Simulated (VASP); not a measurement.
**HfO2 in VASP: how settings move the PBE single point**

Aim: see what changed inputs do to the PBE single point of HfO2 built on the fluorite prototype, under -1.0 % biaxial strain in the (111) plane, free along [111].

The runs shown are made with VASP 6.6.1. PAW datasets, plane waves. The values are computed, spin-unpolarised (in the reference), and not measurements.

### Step 1. The structure to begin with

The cell comes from an earlier relaxation with r2SCAN in another program, then strained, with the atoms relaxed again. Some of the altered inputs switch spin polarisation on.

Space group R-3m (No. 166), trigonal; conventional cell a = 3.541 Å, c = 8.870 Å, 10.70 Å³ an atom. Hf has 8 O at 2.18–2.21 Å; O has 4 Hf at 2.18–2.21 Å.

The structure in full:

```xyz
3
Lattice="0.0377 2.5416 2.5416 2.5416 0.0377 2.5416 2.5416 2.5416 0.0377" Properties=species:S:1:pos:R:3 pbc="T T T"
Hf    0.0000    0.0000    0.0000
O     1.2751    1.2751    1.2751
O     3.8460    3.8460    3.8460
```

### Step 2. Reference

Input file INCAR:

```
ENCUT = 520.000000
SIGMA = 0.020000
EDIFF = 1.00e-07
GGA = PE
PREC = Accurate
IBRION = -1
ISIF = 2
ISMEAR = -1
NBANDS = 18
NELM = 120
NSW = 0
LASPH = .TRUE.
LCHARG = .FALSE.
LWAVE = .FALSE.
LREAL = .FALSE.
```

Input file KPOINTS:

```
KPOINTS created by Atomic Simulation Environment
0
Gamma
8 8 8
0 0 0
```

Input file POSCAR:

```
Hf O
 1.0000000000000000
     0.0377455698000000    2.5416360659000001    2.5416360659000001
     2.5416360659000001    0.0377455698000000    2.5416360659000001
     2.5416360659000001    2.5416360659000001    0.0377455698000000
 Hf  O
   1   2
Cartesian
 -0.0000000000000000 -0.0000000000000000  0.0000000000000000
  1.2750541793330779  1.2750541793330779  1.2750541793330779
  3.8459635222669211  3.8459635222669211  3.8459635222669215
```

A file KPOINTS_OPT adds named points for the levels; it doesn't enter the self-consistent loop.

Potentials: the recommended PBE PAW datasets, 22 valence electrons.

On the command line:

```bash
mpirun -np 1 vasp_std
```

### Step 3. Try 1

Input file INCAR:

```
SIGMA = 0.020000
EDIFF = 1.00e-07
GGA = PE
PREC = Accurate
IBRION = -1
ISIF = 2
ISMEAR = -1
NBANDS = 18
NSW = 0
LASPH = .TRUE.
LCHARG = .FALSE.
LWAVE = .FALSE.
LREAL = .FALSE.
ENCUT = 200
NELM = 90
```

KPOINTS is that of step 2.

POSCAR is that of step 2.

### Step 4. Try 2

Edit INCAR of step 2 so:

```diff
@@ -9,3 +9,2 @@
 NBANDS = 18
-NELM = 120
 NSW = 0
@@ -15 +14,3 @@
 LREAL = .FALSE.
+ISYM = 0
+NELM = 76
```

Input file KPOINTS:

```
KPOINTS created by Atomic Simulation Environment
0
Gamma
4 4 4
0 0 0
```

POSCAR is that of step 2.

### Step 5. Try 3

Edit INCAR of step 2 so:

```diff
@@ -8,3 +8,2 @@
 ISMEAR = -1
-NBANDS = 18
 NELM = 120
@@ -15 +14,5 @@
 LREAL = .FALSE.
+NBANDS = 35
+ALGO = All
+ISPIN = 2
+MAGMOM = 0.5 0.5 0.5
```

KPOINTS is that of step 2.

POSCAR is that of step 2.

What does the calculation give? Wanted: for each run, changed; ending; energy change; pressure; electronic steps; usable.

The runs gave:

| run | changed | ending | energy change (meV/atom) | pressure (GPa) | gap on the mesh (eV; negative: overlap) | electronic steps | time | usable |
| --- | --- | --- | --- | --- | --- | --- | --- | --- |
| ref. | – | converged | 0 | 4.3 | 3.84 | 15 | 37 s | yes |
| 1 | ENCUT = 200, NELM = 90 | converged | -286.3 | -189.1 | 3.66 | 15 | 11 s | no |
| 2 | ISYM = 0, NELM = 76, mesh 4×4×4 | converged | 0.3 | 4.3 | 3.84 | 15 | 21 s | yes |
| 3 | NBANDS = 35, ALGO = All, ISPIN = 2, MAGMOM = 0.5 0.5 0.5 | converged | 0.0 | 4.3 | – | 15 | 1.8 min | yes |

Of 3 altered inputs, 1 ended normally on a faulty or unsound input, 2 gave usable results. Among the usable ones with comparable energies, «ISYM = 0, NELM = 76, mesh 4×4×4» moves the energy most, by 0.3 meV/atom.
